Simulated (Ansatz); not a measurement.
# Energy ranking of TiC2 structures

The calculation used DFT PBE, scalar-relativistic, plane waves, PAW (Ansatz). Settings: cutoff 420 eV, Γ-centred meshes no coarser than 0.19 Å⁻¹ for metals and 0.3 Å⁻¹ for insulators (2π included), Gaussian smearing.

These are static lattice energies at zero pressure. Only the structures computed here compete, so a lower one can exist. For metals, differences of a few meV/atom aren't resolved. Weakly bound directions are ill-defined at this level, which has no dispersion term (TiC2 P4/mmm). No run is spin-polarised.

```csv
#,started from,space group,atoms,V (Å³/atom),ΔE (meV/atom),gap on mesh (eV)
1,MoSi2 (C11b) type,I4/mmm (No. 139),3,9.6,0,0.00
2,a random cell,P4/mmm (No. 123),3,17.5,516,0.00
```

The lowest structure: Space group I4/mmm (No. 139), tetragonal, a = 3.215 Å, c = 5.597 Å. Around Ti lie 2 C at 2.14 Å and 8 C at 2.37 Å; C has 1 C at 1.32 Å. Its energy against the elements is 0.16 eV/atom, so it is unstable even against them. The zero of energy is the lowest elemental structures computed at the same level; no fitted shifts are applied.

```
Ti C
1.0
    -1.60773    1.60773    2.79842
     1.60773   -1.60773    2.79842
     1.60773    1.60773   -2.79842
Ti C
1 2
Direct
  0.00000 0.00000 0.00000
  0.61804 0.61804 0.00000
  0.38196 0.38196 0.00000
```

The second: Space group P4/mmm (No. 123), tetragonal, a = 2.971 Å, c = 5.943 Å. Ti has 8 C at 2.21 Å; around C lie 1 C at 1.37 Å.